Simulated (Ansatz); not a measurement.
# IrCl2 (1T sheet): how robust is the cRPA U?, part 2 of 2

Wanted: the sensitivity and cost of U and J for IrCl2 (1T sheet).

Ansatz 0.2.0; constrained RPA on LDA, plane waves, PAW.

So far. Step 4 (Changed: 3×3×1 mesh): On the Ir eg shell, screening brings the on-site interaction from 9.6 eV down to U = 2.71 eV.

## Step 6: Changed: sums over states on smooth products

input.yaml

```yaml
crystal:
  lattice:
    - [0.0, 2.56290611, 2.56290611]
    - [2.56290611, -2.56290611, 0.0]
    - [17.38503569, 17.38503569, -17.38503569]
  atoms:
    - { symbol: Ir, position: [0.0, 0.0, 0.3180797022] }
    - { symbol: Cl, position: [0.3333333333, 0.6666666667, 0.3568718616] }
    - { symbol: Cl, position: [0.6666666667, 0.3333333333, 0.2792875428] }
  periodic: [true, true, false]
kpoints:
  mp_grid: { grid: [6, 6, 1] }
hamiltonian:
  xc: lda
scf:
  occupations: { method: gaussian, width: 0.08 }
  n_extra_bands: 19
  max_iter: 150
  lower_state_search: "off"
output:
  crpa:
    kmesh: [6, 6, 1]
    target_bands: [v1, c1]
    projections: [{ species: Ir, l: d, shell: 5, orbitals: [dz2, dx2-y2] }]
    accuracy: sum_over_states
    pair_densities: pseudo
    n_empty_bands: 32
    ecut_chi: 136
```

On the command line:

```
ansatz run input.yaml --threads 4 --pin off --max-ram 14745MiB --backend cpu --events-out ev --progress --plain --runs-dir out
```

Numbers of over 12 decimals in the logs are rounded to 6 here.

The program printed:

```text
[...]
Crystal: 3 atoms, lattice volume = 342.580 Å³
Basis set: ecut = 420 eV, 6593 PW (Γ)
Bands: 35, of which v1, the nominal top of the filled ones, is band 16 counted from 1 (15 counted from 0)
Symmetry: 12 space group operations
[...]
k-points: 7 of 36
[...]
k-point 6: bands = [... 12 lower, -7.0645, -6.2316, -6.2316, -4.1914, -4.1914, 0.1074, 2.1745, 2.4493, ... 15 higher]
  the weakly bound empty levels are not read free of the cell's end (no_gap_told)
[...]
χ-basis size per q: N_G = 1212..1264
[...]
Site 0, 5D, 2 of 5 d orbitals (Wannier functions 1, 2; wannier90's mr 1, 4):
      screened: U = 2.8434 eV, U' = 2.2194 eV, J = 0.3120 eV
      bare: V = 9.3002 eV, V' = 8.4318 eV, J = 0.4342 eV
[...]
[key lines of the parts left out:]
SCF converged after 10 iterations
Free energy (F): -13751.001362 eV
Fermi energy:    -4.291026 eV
```

Run time: 11 s. Hardware: 4 threads of Arm Neoverse V1, shared host; peak memory 0.66 GiB.

This variant gives U = 2.84 eV against 2.66 eV. It is a finite sum over empty states with no bound on its error and stays out of the table below.

## Step 7: Changed: strain -1.5%

The cell differs from the one that the last finished run ended in (a 3.624 → 3.570 Å, b 3.624 → 3.570 Å).

input.yaml, the sections that differ from step 6:

```yaml
crystal:
  lattice:
    - [0.0, 2.5244625184, 2.5244625184]
    - [2.5244625184, -2.5244625184, 0.0]
    - [17.38503569, 17.38503569, -17.38503569]
  atoms:
    - { symbol: Ir, position: [0.0, 0.0, 0.3180797022] }
    - { symbol: Cl, position: [0.3333333333, 0.6666666667, 0.3568718616] }
    - { symbol: Cl, position: [0.6666666667, 0.3333333333, 0.2792875428] }
  periodic: [true, true, false]
output:
  crpa:
    kmesh: [6, 6, 1]
    target_bands: [v1, c1]
    projections: [{ species: Ir, l: d, shell: 5, orbitals: [dz2, dx2-y2] }]
  local_orbitals:
    kmesh: [12, 12, 1]
    orbitals: [{ species: Ir, l: d, shell: 5, orbitals: [dz2, dx2-y2] }]
    window: { bands: [v1, c1] }
    seedname: lo
# kpoints, hamiltonian, scf: as in step 6
```

The program printed:

```text
[...]
Crystal: 3 atoms, lattice volume = 332.380 Å³
Basis set: ecut = 420 eV, 6431 PW (Γ)
Bands: 35, of which v1, the nominal top of the filled ones, is band 16 counted from 1 (15 counted from 0)
Symmetry: 12 space group operations
[...]
k-points: 7 of 36
[...]
the weakly bound empty levels are not read free of the cell's end (no_gap_told)
[...]
χ-basis size per q: N_G = 1182..1236
[...]
Site 0, 5D, 2 of 5 d orbitals (Wannier functions 1, 2; wannier90's mr 1, 4):
      screened: U = 2.6736 eV, U' = 2.1786 eV, J = 0.2475 eV
      screened, to within: U = 8.9e-3 eV, U' = 8.9e-3 eV, J = 5.5e-4 eV
      bare: V = 9.2054 eV, V' = 8.3436 eV, J = 0.4309 eV
[...]
[key lines of the parts left out:]
SCF converged after 10 iterations
Free energy (F): -13750.979618 eV
Fermi energy:    -4.176988 eV
```

Elapsed: 77 s, on 4 threads; peak memory 1.7 GiB; 4.8 min of CPU time.

Numbers from this step:

```yaml
u: 2.674 eV
u_prime_inter_orbital: 2.179 eV
j: 0.2475 eV
bare_v: 9.205 eV
bare_j: 0.4309 eV
stated_bound_on_u: 0.008875 eV
u_over_bare_v: 0.2904
electrons_in_the_window: 1.000
head_of_the_constrained_inverse_dielectric_matrix: 0.6375
least_eigenvalue_of_the_projection_s_overlap: 0.4533
target_functions: 2
bands_in_the_sums: 34
r_m_s_miss_of_the_model_bands: 4.09e-4 eV
width_of_the_target_bands: 1.002 eV
weight_of_the_projected_orbitals_in_the_window: 0.5717
```

On the Ir eg shell, screening brings the on-site interaction from 9.2 eV down to U = 2.67 eV.

## Step 8: Changed: strain -3%

The cell differs from the one that the last finished run ended in (a 3.570 → 3.516 Å, b 3.570 → 3.516 Å).

Edit input.yaml of step 7 so:

```diff
@@ -2,4 +2,4 @@
   lattice:
-    - [0.0, 2.5244625184, 2.5244625184]
-    - [2.5244625184, -2.5244625184, 0.0]
+    - [0.0, 2.4860189267, 2.4860189267]
+    - [2.4860189267, -2.4860189267, 0.0]
     - [17.38503569, 17.38503569, -17.38503569]
```

The program printed:

```text
[...]
Crystal: 3 atoms, lattice volume = 322.334 Å³
Basis set: ecut = 420 eV, 6239 PW (Γ)
Bands: 35, of which v1, the nominal top of the filled ones, is band 16 counted from 1 (15 counted from 0)
Symmetry: 12 space group operations
[...]
k-points: 7 of 36
[...]
the weakly bound empty levels are not read free of the cell's end (no_gap_told)
[...]
χ-basis size per q: N_G = 1150..1180
[...]
Site 0, 5D, 2 of 5 d orbitals (Wannier functions 1, 2; wannier90's mr 1, 4):
      screened: U = 2.6959 eV, U' = 2.2077 eV, J = 0.2441 eV
      screened, to within: U = 9.0e-3 eV, U' = 9.0e-3 eV, J = 5.5e-4 eV
      bare: V = 9.1052 eV, V' = 8.2505 eV, J = 0.4274 eV
[...]
[key lines of the parts left out:]
SCF converged after 10 iterations
Free energy (F): -13750.907802 eV
Fermi energy:    -4.056239 eV
```

Run time: 74 s. Hardware: 4 threads; peak memory 1.7 GiB; 4.6 min of CPU time.

Numbers from this step:

```
U                                                 : 2.696 eV
U prime (inter-orbital)                           : 2.208 eV
J                                                 : 0.2441 eV
bare V                                            : 9.105 eV
bare J                                            : 0.4274 eV
stated bound on U                                 : 0.008987 eV
U over bare V                                     : 0.2961
electrons in the window                           : 1.0000
head of the constrained inverse dielectric matrix : 0.6438
least eigenvalue of the projection's overlap      : 0.4433
target functions                                  : 2
bands in the sums                                 : 34
r.m.s. miss of the model bands                    : 5.15e-4 eV
width of the target bands                         : 1.040 eV
weight of the projected orbitals in the window    : 0.5597
```

On the Ir eg shell, screening brings the on-site interaction from 9.1 eV down to U = 2.70 eV.

## Step 9: Side by side

Times are wall times on 4 threads of Arm Neoverse V1, shared host, good to a factor of about two.

```csv
run,bare V (eV),U (eV),J (eV),bound on U (eV),width (eV),time
target window,9.30,2.656,0.250,0.0087,0.97,1.8 min
9×9×1 mesh,9.27,2.664,0.250,0.0087,0.97,4 min
3×3×1 mesh,9.58,2.710,0.257,0.0086,0.97,30 s
strain -1.5%,9.21,2.674,0.247,0.0089,1.00,77 s
strain -3%,9.11,2.696,0.244,0.0090,1.04,74 s
```

## Step 10: Summary of results

```yaml
target_window: U 2.66 eV, J 0.25 eV
9x9x1_mesh: U 2.66 eV, J 0.25 eV
3x3x1_mesh: U 2.71 eV, J 0.26 eV
strain_minus_1p5: U 2.67 eV, J 0.25 eV
strain_minus_3: U 2.70 eV, J 0.24 eV
```

**Reading.** 9×9×1 mesh moves U by +0.01 eV (within the solver's bounds, for the mean over orbitals) at 2.3 times the time. 3×3×1 mesh moves U by +0.05 eV at 0.28 times the time. Strain -1.5% moves U by +0.02 eV. Strain -3% moves U by +0.04 eV. The printed bound covers the solver alone, not the mesh. The parent state is non-magnetic and the interaction static (zero frequency); U depends on the window and the orbitals, so it belongs to this model alone. Spin-orbit coupling, which is strong for atoms this heavy, is left out.

[Paths, hosts, dates, memory and timing lines, banners, echoed tables and standing remarks are left out of the program output.]

[Logs are printed without paths, hosts, clocks, repeated set-up lines and the standing remarks that a program may print on its own settings, such as how far it seeks lower states.]

[Runs of the session that timed out or met a known fault of the program may be left out.]

[Hosts, paths, dates, database ids (printed as entryN), source tags and the programs' standing remarks are cut or masked in the printed files.]
